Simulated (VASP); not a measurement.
# Ta (Pm-3n) in VASP: notebook, part 2 of 3

VASP 6.6.1.

## 3. Single point, PBE

The input, INCAR:

```
SYSTEM = Ta
ALGO = Fast
EDIFF = 1E-7
ENCUT = 520
GGA = PE
ISIF = 2
ISMEAR = 0
LASPH = .TRUE.
LCHARG = .TRUE.
LELF = .TRUE.
LREAL = .FALSE.
LVHAR = .TRUE.
LWAVE = .FALSE.
NBANDS = 54
NELM = 100
PREC = Accurate
SIGMA = 0.1
```

The input, KPOINTS:

```
k-points
0
G
  8 8 8
  0 0 0
```

The input, POSCAR:

```
Ta
1.0
    5.3121625516      0.0000000000      0.0000000000
    0.0000000000      5.3121625516      0.0000000000
    0.0000000000      0.0000000000      5.3121625516
Ta
8
Direct
    0.5000000000      0.5000000000      0.5000000000
    0.0000000000      0.0000000000      0.0000000000
    0.2500000000      0.0000000000      0.5000000000
    0.5000000000      0.2500000000      0.0000000000
    0.5000000000      0.7500000000      0.0000000000
    0.7500000000      0.0000000000      0.5000000000
    0.0000000000      0.5000000000      0.7500000000
    0.0000000000      0.5000000000      0.2500000000
```

Potentials or basis: VASP PAW PBE potentials, release 64 (Ta_pv).

Launch:

```bash
$ cat potpaw_PBE.64/Ta_pv/POTCAR > POTCAR
$ mpirun -np 1 vasp_std > vasp.out
```

OUTCAR:

```text
SYSTEM = Ta
   EDIFF = 1E-7
   ENCUT = 520
   GGA = PE
   ISIF = 2
   ISMEAR = 0
   LASPH = .TRUE.
   LREAL = .FALSE.
   NELM = 100
   PREC = Accurate

 ion  position               nearest neighbor table
   1  0.500  0.500  0.500-   3 2.97   4 2.97   5 2.97   6 2.97   7 2.97   8 2.97   4 2.97   5 2.97
                             3 2.97   6 2.97   7 2.97   8 2.97
   2  0.000  0.000  0.000-   3 2.97   4 2.97   5 2.97   6 2.97   7 2.97   8 2.97   3 2.97   6 2.97
                             7 2.97   8 2.97   4 2.97   5 2.97
   3  0.250  0.000  0.500-   6 2.66   6 2.66   1 2.97   2 2.97   1 2.97   2 2.97   8 3.25   7 3.25
                             8 3.25   7 3.25   4 3.25   5 3.25   4 3.25   5 3.25
   4  0.500  0.250  0.000-   5 2.66   5 2.66   1 2.97   1 2.97   2 2.97   2 2.97   8 3.25   7 3.25
                             7 3.25   8 3.25   6 3.25   3 3.25   3 3.25   6 3.25
   5  0.500  0.750  0.000-   4 2.66   4 2.66   1 2.97   1 2.97   2 2.97   2 2.97   8 3.25   7 3.25
                             7 3.25   8 3.25   6 3.25   3 3.25   3 3.25   6 3.25
   6  0.750  0.000  0.500-   3 2.66   3 2.66   1 2.97   2 2.97   1 2.97   2 2.97   8 3.25   7 3.25
                             8 3.25   7 3.25   5 3.25   4 3.25   4 3.25   5 3.25
   7  0.000  0.500  0.750-   8 2.66   8 2.66   1 2.97   2 2.97   2 2.97   1 2.97   3 3.25   4 3.25
                             5 3.25   3 3.25   6 3.25   6 3.25   4 3.25   5 3.25
   8  0.000  0.500  0.250-   7 2.66   7 2.66   1 2.97   2 2.97   2 2.97   1 2.97   3 3.25   4 3.25
                             5 3.25   3 3.25   6 3.25   6 3.25   4 3.25   5 3.25

  LATTYP: Found a simple cubic cell.
 ALAT       =     5.3121625516

  Lattice vectors:

 A1 = (   5.3121625516,   0.0000000000,   0.0000000000)
 A2 = (   0.0000000000,   5.3121625516,   0.0000000000)
 A3 = (   0.0000000000,   0.0000000000,   5.3121625516)

Analysis of symmetry for initial positions (statically):
=====================================================================
 Subroutine PRICEL returns:
 Original cell was already a primitive cell.

 Routine SETGRP: Setting up the symmetry group for a
 simple cubic supercell.

 Subroutine GETGRP returns: Found 48 space group operations
 (whereof 24 operations were pure point group operations)
 out of a pool of 48 trial point group operations.

The static configuration has the point symmetry T_h .
 The point group associated with its full space group is O_h .

Analysis of symmetry for dynamics (positions and initial velocities):
=====================================================================
 Subroutine PRICEL returns:
 Original cell was already a primitive cell.

 Routine SETGRP: Setting up the symmetry group for a
 simple cubic supercell.

 Subroutine GETGRP returns: Found 48 space group operations
 (whereof 24 operations were pure point group operations)
 out of a pool of 48 trial point group operations.

The dynamic configuration has the point symmetry T_h .
 The point group associated with its full space group is O_h .

 Subroutine INISYM returns: Found 48 space group operations
 (whereof 24 operations are pure point group operations),
 and found     1 'primitive' translations

----------------------------------------------------------------------------------------

                                     Primitive cell

  volume of cell :     149.9043

  direct lattice vectors                    reciprocal lattice vectors
     5.312162552  0.000000000  0.000000000     0.188247252  0.000000000  0.000000000
     0.000000000  5.312162552  0.000000000     0.000000000  0.188247252  0.000000000
     0.000000000  0.000000000  5.312162552     0.000000000  0.000000000  0.188247252
[... 83 lines left out ...]
   ions per type =               8
   NGX,Y,Z   is equivalent  to a cutoff of  12.52, 12.52, 12.52 a.u.
   NGXF,Y,Z  is equivalent  to a cutoff of  25.04, 25.04, 25.04 a.u.
 SYSTEM =  Ta
   PREC   = accura    normal or accurate (medium, high low for compatibility)
   ISTART =      0    job   : 0-new  1-cont  2-samecut
   ICHARG =      2    charge: 1-file 2-atom 10-const
   ISPIN  =      1    spin polarized calculation?
   LNONCOLLINEAR =      F non collinear calculations
   LSORBIT =      F    spin-orbit coupling
   LASPH  =      T    aspherical Exc in radial PAW
   ENCUT  =  520.0 eV  38.22 Ry    6.18 a.u.   9.88  9.88  9.88*2*pi/ulx,y,z
   NELM   =    100;   NELMIN=  2; NELMDL= -5     # of ELM steps
   EDIFF  = 0.1E-06   stopping-criterion for ELM
   LREAL  =      F    real-space projection
   EDIFFG = 0.1E-05   stopping-criterion for IOM
   NSW    =      0    number of steps for IOM
   IBRION =     -1    ionic relax: 0-MD 1-quasi-New 2-CG
   NFREE  =      0    steps in history (QN), initial steepest desc. (CG)
   ISIF   =      2    stress and relaxation
   ISYM   =      2    0-nonsym 1-usesym 2-fastsym
   POTIM  = 0.5000    time-step for ionic-motion
   TEBEG  =    0.0;   TEEND  =   0.0 temperature during run
   PSTRESS=    0.0 pullay stress
   NELECT =      88.0000    total number of electrons
   NUPDOWN=      -1.0000    fix difference up-down
   EMIN   =  10.00;   EMAX   =-10.00  energy-range for DOS
   EFERMI =   0.00;   METHOD = LEGACY
   ISMEAR =     0;   SIGMA  =   0.10  broadening in eV -4-tet -1-fermi 0-gaus
   EFERMI_NEDOS =   21; number of points for ismear=-14 and -15
   IALGO  =     68    algorithm
   IMIX   =      4    mixing-type and parameters
     AMIX     =   0.40;   BMIX     =  1.00
     AMIX_MAG =   1.60;   BMIX_MAG =  1.00
  volume/ion in A,a.u.               =      18.74       126.45
  Fermi-wavevector in a.u.,A,eV,Ry     =   1.370769  2.590378 25.565462  1.879008
  Thomas-Fermi vector in A             =   2.496526
   LORBIT       =      0    0 simple, 1 ext, 2 COOP (PROOUT), +10 PAW based schemes
   GGA     = PE    functional components
   LHFCALC =     F    Hartree Fock is set to
   AEXX    =    0.0000 exact exchange contribution
   IVDW    =     0    specifies the selected vdW correction
   LEPSILON=     F    determine dielectric tensor
   LRPA    =     F    only Hartree local field effects (RPA)
 non-spin polarized calculation
 RMM-DIIS sequential band-by-band and
 Gauss-broadening in eV      SIGMA  =   0.10
  energy-cutoff  :      520.00
  volume of cell :      149.90
 maximum number of plane-waves:      4076
 NGX is ok and might be reduce to    40

 number of electron      87.9999967 magnetization

 Free energy of the ion-electron system (eV)
  ---------------------------------------------------
  ext. energy  EPLUGINS =         0.00000000
  ---------------------------------------------------
  free energy    TOTEN  =       -94.28603228 eV

  energy without entropy =      -94.25637989  energy(sigma->0) =      -94.27120608

 E-fermi :   5.2568     XC(G=0): -12.4152

 val. band max:        5.2530138378   @ k =   0.5000   0.5000   0.3750
 cond. band min:       5.2996840417   @ k =   0.3750   0.3750   0.2500
 fundamental gap:      0.0466702039
 Fermi energy:         5.2567958123

 k-point     1 :       0.0000    0.0000    0.0000
  band No.  band energies     occupation
      1     -29.4074      2.00000
      2     -29.4074      2.00000
      3     -29.2880      2.00000
      4     -29.0295      2.00000
      5     -29.0295      2.00000
      6     -29.0295      2.00000
[... 1357 lines left out ...]
     53       8.1142      0.00000
     54       8.7020      0.00000

 [... further k-points ...]

------------------------ aborting loop because EDIFF is reached ----------------------------------------

  FORCE on cell =-STRESS in cart. coord.  units (eV):
  Direction    XX          YY          ZZ          XY          YZ          ZX
  --------------------------------------------------------------------------------------
  -------------------------------------------------------------------------------------
  Total        0.0427163      0.0427163      0.0427163     -0.0000000     -0.0000000      0.0000000
  in kB        0.4565521      0.4565521      0.4565521     -0.0000000     -0.0000000      0.0000000
  external PRESSURE =       0.4565521 kB  Pullay stress =       0.0000000 kB

 VOLUME and BASIS-vectors are now :
 -----------------------------------------------------------------------------
  energy-cutoff  :      520.00
  volume of cell :      149.90
      direct lattice vectors                 reciprocal lattice vectors
     5.312162552  0.000000000  0.000000000     0.188247252  0.000000000  0.000000000
     0.000000000  5.312162552  0.000000000     0.000000000  0.188247252  0.000000000
     0.000000000  0.000000000  5.312162552     0.000000000  0.000000000  0.188247252

 POSITION                                       TOTAL-FORCE (eV/Angst)
 -----------------------------------------------------------------------------------
      2.65608      2.65608      2.65608        -0.000000     -0.000000      0.000000
      0.00000      0.00000      0.00000        -0.000000     -0.000000      0.000000
      1.32804      0.00000      2.65608         0.000000      0.000000      0.000000
      2.65608      1.32804      0.00000         0.000000     -0.000000      0.000000
      2.65608      3.98412      0.00000        -0.000000      0.000000     -0.000000
      3.98412      0.00000      2.65608        -0.000000     -0.000000     -0.000000
      0.00000      2.65608      3.98412        -0.000000      0.000000      0.000000
      0.00000      2.65608      1.32804        -0.000000     -0.000000     -0.000000
 -----------------------------------------------------------------------------------
    total drift:                               -0.000000     -0.000000      0.000000

  FREE ENERGIE OF THE ION-ELECTRON SYSTEM (eV)
  ---------------------------------------------------
  free  energy   TOTEN  =       -94.2860322770 eV

  energy  without entropy=      -94.2563798878  energy(sigma->0) =      -94.27120608
```

It took 2.3 min on 1 thread of Intel Xeon 6975P-C (Granite Rapids), shared host; peak memory 0.35 GiB.

What came out:

* Free energy: -94.2860 eV
* Pressure: 0.0 GPa
* Band gap on the k mesh: none (metal or under the smearing width)

Levels at points of the mesh, in eV from the Fermi level:
| k point | band 41 | band 42 | band 43 | band 44 | band 45 | band 46 | band 47 | band 48 |
| --- | --- | --- | --- | --- | --- | --- | --- | --- |
| (0.00, 0.00, 0.00) | -1.10 | -1.07 | -0.76 | -0.76 | 0.11 | 0.11 | 0.85 | 0.85 |
| (0.50, 0.00, 0.00) | -0.49 | -0.49 | -0.08 | -0.08 | 0.33 | 0.33 | 0.46 | 0.46 |
| (0.50, 0.50, 0.00) | -0.71 | -0.47 | -0.47 | -0.19 | 0.20 | 0.62 | 0.62 | 1.66 |
| (0.50, 0.50, 0.50) | -0.87 | -0.87 | -0.12 | -0.12 | -0.12 | -0.12 | -0.12 | -0.12 |

## 4. Single point, PBE

This run uses another cell than the first one: it holds 4 atoms, not 8.

The input, INCAR:

```
SYSTEM = Ta
PREC     = Accurate       ! precision mode
ENCUT    = 520            ! plane-wave cutoff, eV
EDIFF    = 1E-6           ! SCF threshold, eV
ISMEAR   = 0              ! smearing method
SIGMA    = 0.1            ! smearing width, eV
LREAL    = .FALSE.        ! projectors in reciprocal space
LASPH    = .TRUE.         ! aspherical terms in the spheres
NELM     = 100            ! most SCF steps
ALGO     = Normal         ! electronic algorithm
ISIF     = 2              ! what is computed and relaxed
LWAVE    = .FALSE.        ! write WAVECAR
LCHARG   = .FALSE.        ! write CHGCAR
GGA      = PE             ! functional
NBANDS   = 30             ! bands
```

The input, KPOINTS:

```
Automatic mesh
0
G
  6 6 2
  0 0 0
```

The input, POSCAR:

```
Ta
1.0
    2.9560185584      0.0000000000      0.0000000000
   -1.4780092792      2.5599871656      0.0000000000
    0.0000000000      0.0000000000      9.9101123449
Ta
4
Direct
    0.0000000000      0.0000000000      0.0000000000
    0.0000000000      0.0000000000      0.5000000000
    0.3333333333      0.6666666667      0.7500000000
    0.6666666667      0.3333333333      0.2500000000
```

Launch:

```bash
$ cat potpaw_PBE.64/Ta_pv/POTCAR > POTCAR
$ mpirun -np 1 vasp_std > vasp.out
```

Run time: 16 s. Hardware: 1 thread of Intel Xeon 6975P-C (Granite Rapids), shared host; peak memory 0.19 GiB.

It converged, with:

```
Free energy            : -46.1740 eV
Pressure               : 0.0 GPa
Band gap on the k mesh : none (metal or under the smearing width)
```

Stress tensor (GPa, compression positive):
```
0.01 0.00 0.00
0.00 0.01 0.00
0.00 0.00 0.09
```

Levels at points of the mesh, in eV from the Fermi level:
| k point | band 20 | band 21 | band 22 | band 23 | band 24 | band 25 |
| --- | --- | --- | --- | --- | --- | --- |
| (0.00, 0.00, 0.00) | 0.27 | 0.27 | 0.34 | 0.34 | 0.37 | 0.82 |
| (0.50, 0.00, 0.00) | -1.01 | -0.58 | 0.36 | 0.59 | 1.43 | 2.19 |
| (0.00, 0.00, 0.50) | -0.33 | 0.40 | 0.40 | 0.40 | 0.40 | 0.73 |
| (0.50, 0.00, 0.50) | -0.96 | 0.28 | 0.28 | 0.86 | 0.86 | 1.25 |

Caveat: the k mesh is coarse (spacing up to 0.41 Å⁻¹), so the values aren't converged. The run has no spin-orbit coupling, so splittings on Ta are missing.

## 5. Relaxation of cell and atoms, PBE

This run uses another cell than the first one: it holds 4 atoms, not 8.

The input, INCAR:

```
  ALGO = Normal
  EDIFF = 1E-6
  EDIFFG = -0.04
  ENCUT = 600
  GGA = PE
  IBRION = 2
  ISIF = 3
  ISMEAR = 0
  LASPH = T
  LCHARG = F
  LREAL = F
  LWAVE = F
  NELM = 100
  NSW = 90
  PREC = Accurate
  SIGMA = 0.1
```

The input, KPOINTS:

```
k-points
0
Gamma
  6 6 2
```

The input, POSCAR:

```
Ta
1.0
    3.0484495144      0.0000000000      0.0000000000
   -1.5242247572      2.6400347216      0.0000000000
    0.0000000000      0.0000000000      9.8318513652
Ta
4
Direct
    0.0000000000      0.0000000000      0.0000000000
    0.0000000000      0.0000000000      0.5000000000
    0.3333333333      0.6666666667      0.7500000000
    0.6666666667      0.3333333333      0.2500000000
```

Launch:

```bash
$ cat potpaw_PBE.64/Ta_pv/POTCAR > POTCAR
$ mpirun -np 1 vasp_std > vasp.out
```

Run time: 75 s. Hardware: 1 thread of Intel Xeon 6975P-C (Granite Rapids), shared host; peak memory 0.21 GiB.

Results (log left out):

| Item | Value |
| --- | --- |
| Free energy | -46.1756 eV |
| Relaxed volume | 18.76 Å³/atom |
| Relaxed cell | a = 2.955 Å, b = 2.955 Å, c = 9.918 Å, α = 90.00°, β = 90.00°, γ = 120.00° |
| Space group after relaxing (to 0.05 Å) | P6_3/mmc (No. 194) |
| Energy gained by relaxing | 38.6 meV/atom |
| Ionic steps | 8 |
| Pressure after relaxing | 0.0 GPa |
| Band gap on the k mesh | none (metal or under the smearing width) |

The path:
| step | energy change (eV) | largest force (eV/Å) | pressure (GPa) | volume (Å³) |
| --- | --- | --- | --- | --- |
| 1 | 0.0000 | 0.0000 | -8.66 | 79.13 |
| 2 | 0.3869 | 0.0000 | 24.98 | 67.48 |
| 3 | -0.1297 | 0.0000 | 0.33 | 75.03 |
| 4 | -0.1299 | 0.0000 | 0.69 | 74.89 |
| 5 | -0.1540 | 0.0000 | 0.51 | 74.82 |
| 6 | -0.1541 | 0.0000 | 0.51 | 74.82 |
| 7 | -0.1534 | 0.0000 | -0.93 | 75.38 |
| 8 | -0.1544 | 0.0000 | 0.02 | 75.02 |

Final structure:
```cif
data_structure
_symmetry_space_group_name_H-M 'P 1'
_symmetry_Int_Tables_number 1
_cell_length_a 2.9555
_cell_length_b 2.9555
_cell_length_c 9.9176
_cell_angle_alpha 90.000
_cell_angle_beta 90.000
_cell_angle_gamma 120.000
_cell_volume 75.02
loop_
_atom_site_label
_atom_site_type_symbol
_atom_site_fract_x
_atom_site_fract_y
_atom_site_fract_z
_atom_site_occupancy
Ta1 Ta 0.00000 0.00000 0.00000 1
Ta2 Ta 0.00000 0.00000 0.50000 1
Ta3 Ta 0.33333 0.66667 0.75000 1
Ta4 Ta 0.66667 0.33333 0.25000 1
```

Levels at points of the mesh, in eV from the Fermi level:
```csv
k point,band 18,band 19,band 20,band 21,band 22,band 23,band 24,band 25,band 26
"(0.00, 0.00, 0.00)",-0.88,0.04,0.28,0.28,0.35,0.35,0.36,0.83,0.83
"(0.50, 0.00, 0.00)",-2.44,-2.12,-1.01,-0.58,0.36,0.59,1.43,2.19,2.28
"(0.00, 0.00, 0.50)",-0.46,-0.34,-0.34,0.40,0.40,0.40,0.40,0.73,0.73
"(0.50, 0.00, 0.50)",-3.06,-0.97,-0.97,0.28,0.28,0.87,0.87,1.25,1.25
```

Caveat: the k mesh is coarse (spacing up to 0.40 Å⁻¹), so the values aren't converged. Spin-orbit coupling is left out, which matters for the levels of Ta.

[end of part 2 of 3]
